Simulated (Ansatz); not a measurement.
The system is Rh.

```
Rh
1.0
     0.00000    1.89785    1.89785
     1.89785    0.00000    1.89785
     1.89785    1.89785    0.00000
Rh
1
Cartesian
  0.0000 0.0000 0.0000
```

Below is the output of Ansatz 0.2.0 for this cell. Logs are shortened: lines on timing, memory, paths and dates and some standing lists are left out, and cuts for length are marked.

```text
Warning: RAYON_NUM_THREADS=1 ignored (pool sized by the plan → 1); use --threads N
LAPW: plane waves up to 8.542 Å⁻¹, error target 1.0e-3 eV per atom; small_component_spin mean_spin; Rh in spheres of 1.342 Å, 27 of its electrons in bands, Dirac shells [] (how accurate: hamiltonian.pseudopotentials.lapw.basis_error, Limitations)
Engine: ansatz 0.2.0, aarch64-unknown-linux-gnu
Pseudopotentials: kind: all_electron
Pseudopotential: Rh, LAPW, valence charge 27, lapw/all_electron/scalar/gaussian/Rh, Koelling and Harmon's equation, gaussian nucleus
Functional definition: PBE
  parameter kappa = 0.804
  parameter beta = 0.06672455060314922
  exchange = pbe_x(kappa = kappa, mu = beta*pi^2/3)
  correlation = pbe_c(beta = beta)
Crystal: 1 atoms, lattice volume = 13.671 Å³
Basis set: ecut = 277.99899748702023 eV, 137 PW (Γ), exchange–correlation at level 2
Bands: 18, of which v1, the nominal top of the filled ones, is band 14 counted from 1 (13 counted from 0)
Symmetry: 48 space group operations
Space group: Fm-3m (ITA 225), of the structure as read, at distance tolerance 2.4e-5 Å
k-points: 72 of 1728
Non-local potential: Rh, projectors of the file, none
Initial density: superposition of atomic densities (chi_scale 0.1, normalization cell)
Initial wavefunctions: plane waves of lowest kinetic energy (no species holds an atomic orbital)
Functional: x = pbe(κ = 0.804, μ = 0.2195149727645171), c = pbe(β = 0.06672455060314922)
iter 1 solved again at ethr=3.59e-4 eV; its pass at ethr=1.00e-1 eV (dr2=9.70e-2 eV) is discarded
SCF iter   1: F=—  HF=-130187.770303 eV  |F-HF|=—  |Δ(HF+E_count)|=         —  Δρ=3.78e-2  dr2=9.74e-2  ethr=3.59e-4  ⟨swp⟩=3.0  Hψ=8484  notcnv=0
preconditioner: auto → none  [metal: Δε(μ)=0.063 eV  Ē_g=13.828 eV  σ=0.100 eV  W_gap=0.34  n_scr=8 (ndim 8)  ℏωp=30.1 eV  f_vac=0.000  D(μ)=0.64/eV (n_scr^D=8)  sad-step TF]
iter 2 solved again at ethr=1.21e-5 eV; its pass at ethr=3.59e-4 eV (dr2=3.27e-3 eV) is discarded
SCF iter   2: F=—  HF=-130187.334714 eV  |F-HF|=—  |Δ(HF+E_count)|=   4.36e-1  Δρ=5.49e-3  dr2=3.28e-3  ethr=1.21e-5  ⟨swp⟩=2.0  Hψ=6482  notcnv=0
SCF iter   3: F=—  HF=-130187.296832 eV  |F-HF|=—  |Δ(HF+E_count)|=         —  Δρ=6.30e-3  dr2=3.32e-3  ethr=1.21e-5  ⟨swp⟩=2.3  Hψ=3609  notcnv=0
the basis was enlarged: its passes take 419.2 KiB over the memory plan, 1 of 1 planned eigensolver slots
SCF iter   4: F=—  HF=-130187.295156 eV  |F-HF|=—  |Δ(HF+E_count)|=   1.68e-3  Δρ=8.78e-4  dr2=6.79e-5  ethr=1.21e-5  ⟨swp⟩=2.0  Hψ=3576  notcnv=0
SCF iter   5: F=—  HF=-130187.295159 eV  |F-HF|=—  |Δ(HF+E_count)|=   2.46e-6  Δρ=7.96e-5  dr2=5.22e-7  ethr=2.51e-7  ⟨swp⟩=2.0  Hψ=3588  notcnv=0
SCF iter   6: F=-130187.295159 eV  HF=-130187.295159 eV  |F-HF|=7.28e-11  |Δ(HF+E_count)|=   4.86e-7  Δρ=2.00e-6  dr2=1.68e-10  ethr=1.93e-9  ⟨swp⟩=2.6  Hψ=3652  notcnv=0
SCF 1 converged in 6 iterations: F = -130187.295159 eV  dr2 = 1.68e-10
SCF converged after 6 iterations
Free energy (F): -130187.295159 eV
Harris-Foulkes:  -130187.295159 eV  (|F-HF|=7.28e-11)
Internal energy: -130187.290444 eV  (E = F + TS)
E sigma→0 (E₀):  -130187.292802 eV
Entropy (-TS):   -0.004715 eV (-4.715 meV/atom)
Fermi energy:    24.768879 eV
--- Per-component energies (eV) ---
  E_band       = -2767.635288
  E_kinetic    = 135621.554501
  E_xc         = -3780.762541
  E_electrostatic = -262028.082404  (all electrons and nuclei)
  E_smearing   = -0.004715  (= −TS)
  E_closure    = -0.000000  (closes the sum)
  E_atoms      = -130180.026586  (free atoms, spherical and without spin; not in F)
  Σ components = -130187.295159   (vs F -130187.295159, Δ=0.00e0)
  Basis errors (estimates in eV, not in F): energy 2.0e-4 per atom: plane waves 1.6e-4 (1.2e-4 summed), levels above the bands 0.0e0, relativity 6.1e-8, radial functions 3.3e-5, core shells 3.3e-7; eigenvalues (radial functions only) 1.2e-5; not estimated: angular momenta, meshes, grids; target (lapw.basis_error) 1.0e-3; muffin-tin radii Rh 1.342 Å
--- Forces (eV/Å), atoms counted from 1 ---
  atom   1  Rh     0.00000000    -0.00000000     0.00000000
  max |Σ_I F_I| component: 6.98e-32 eV/Å
--- Stress (GPa, compression-positive) ---
        7.202644      -0.000000      -0.000000
       -0.000000       7.202644      -0.000000
       -0.000000      -0.000000       7.202644
  P = ⅓ Tr σ = 7.2026 GPa (72.026 kbar)
--- Band table (eV; the first three rows and the last of 72) ---
  k-point 0: bands = ["-272.2007", "-272.2007", "-272.2007", "-272.1751", "-272.1751", "-54.1732", "-21.6276", "-21.6276", "-21.6276", "16.7515", "21.6338", "21.6338", "21.6338", "23.7368", "23.7368", "40.5338", "45.9063", "45.9063"]
  k-point 1: bands = ["-272.2007", "-272.2007", "-272.2007", "-272.1751", "-272.1751", "-54.1655", "-21.6793", "-21.6346", "-21.6346", "17.0291", "21.5141", "21.7404", "21.7404", "23.6794", "23.6794", "40.9292", "44.6070", "46.3131"]
  k-point 2: bands = ["-272.2007", "-272.2007", "-272.2007", "-272.1751", "-272.1751", "-54.1445", "-21.8192", "-21.6537", "-21.6537", "17.7664", "21.3021", "21.9561", "21.9561", "23.6311", "23.6311", "41.7748", "42.3272", "47.4486"]
  k-point 71: bands = ["-272.2007", "-272.2007", "-272.2007", "-272.1751", "-272.1751", "-54.0193", "-22.1196", "-22.1196", "-21.9099", "19.6767", "20.9069", "20.9069", "23.5202", "25.7395", "34.4087", "34.4087", "36.0379", "37.4430"]
```

What input gives this log?

Single point with PBE, no spin polarisation. The files as run (others can give the same):

input.yaml
```yaml
crystal:
  lattice:
    - [0.0, 1.89785, 1.89785]
    - [1.89785, 0.0, 1.89785]
    - [1.89785, 1.89785, 0.0]
  atoms:
    - { symbol: Rh, position: [0.0, 0.0, 0.0] }
kpoints:
  mp_grid: { grid: [12, 12, 12] }
scf:
  occupations: { method: gaussian, width: 0.1 }
hamiltonian:
  xc: pbe
  pseudopotentials: { kind: all_electron, lapw: { basis_error: 0.001 } }
output:
  forces: true
  stress: true
  eigenvalues: true
```

Potentials or basis: all-electron LAPW, scalar-relativistic.
Command:
```bash
$ ansatz run input.yaml --threads 1 --pin off --max-ram 3072MiB --backend cpu --events-out ev --progress --plain --runs-dir out
```
